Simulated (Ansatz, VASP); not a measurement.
**MgB2: VASP beside Ansatz**

```
CELL_PARAMETERS angstrom
3.12560 0.00000 0.00000
-1.56280 2.70685 0.00000
0.00000 0.00000 3.56936
ATOMIC_POSITIONS crystal
Mg 0.00000 0.00000 0.00000
B 0.66667 0.33333 0.50000
B 0.33333 0.66667 0.50000
```

Change from the starting cell: volume scaled by 1.04.

Alike in both runs: task single point; functional PBEsol; k mesh 10 × 10 × 8; occupations fermi-dirac, width 0.05 eV; no spin polarisation.

|  | VASP | Ansatz |
| --- | --- | --- |
| version | VASP 6.6.1 | Ansatz 0.2.0 |
| potentials or method | VASP PAW PBE potentials, release 64 (Mg, B), cutoff 520 eV | all-electron LAPW, scalar-relativistic |

VASP gave:

```
gap on the k mesh at the Fermi level (eV)       : none
pressure (GPa)                                  : -8.3
largest component of the traceless stress (GPa) : 1.20
```

Problem. What did Ansatz give for the same quantities?

Solution. gap on the k mesh at the Fermi level (eV): none; pressure (GPa): -8.3; largest component of the traceless stress (GPa): 1.38.

A gap of «none» marks a metal or a gap that the smearing closes. Ansatz ran all-electron here, so the differences hold the error of VASP's frozen core and of both bases.

Caveats: the PAW data sets were made with another functional, which shifts forces and pressure a little (VASP).
